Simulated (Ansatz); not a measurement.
PbSe (Clausthalite) in Ansatz: convergence with k mesh

PbSe (Clausthalite):

```
CELL_PARAMETERS angstrom
0.00000 3.06065 3.06065
3.06065 0.00000 3.06065
3.06065 3.06065 0.00000
ATOMIC_POSITIONS crystal
Pb 0.00000 0.00000 0.00000
Se 0.50000 0.50000 0.50000
```

```yaml
Program: Ansatz 0.2.0
Task: convergence study
Functional: PBEsol
Potentials_or_basis: JTH PAW
Cutoff: "1800 eV (not typed: the program's choice for these potentials)"
k_mesh: 2 × 2 × 2
Occupations: fermi-dirac, width 0.1 eV
Spin: no spin polarisation
```

These are the settings of the first run; the series varies k mesh, with any setting tied to it.

Hardware: 2 threads of Arm Neoverse V1, on a shared host.

| k mesh | energy less the tightest run, at zero smearing (meV/atom) | pressure (GPa) | SCF cycles | CPU time (s) | peak memory (GiB) |
| --- | --- | --- | --- | --- | --- |
| 2 × 2 × 2 | 772.88 | 4.20 | 8 | 3.4 | 0.64 |
| 3 × 3 × 3 | -61.33 | -1.43 | 6 | 3.1 | 0.64 |
| 4 × 4 × 4 | 3.96 | -0.73 | 6 | 4.5 | 0.66 |
| 6 × 6 × 6 | -2.39 | -0.57 | 7 | 7.3 | 0.72 |
| 7 × 7 × 7 | -1.60 | -0.49 | 7 | 8.4 | 0.75 |
| 9 × 9 × 9 | -0.52 | -0.45 | 7 | 13 | 0.82 |
| 10 × 10 × 10 | -0.13 | -0.44 | 7 | 16 | 0.87 |
| 12 × 12 × 12 | 0.00 | -0.43 | 7 | 24 | 0.99 |

Against the tightest run, the energy stays within 1 meV/atom from 9 × 9 × 9 on; the pressure stays within 0.1 GPa from 7 × 7 × 7 on. Meshes of other sizes hit other points, so gaps and Fermi surfaces needn't settle smoothly. The tightest run that finished is the yardstick and may itself not be fully converged.

Caveat, for the tightest run too: spin-orbit coupling is left out, which as a rule narrows the gap of such compounds by several tenths of an eV.
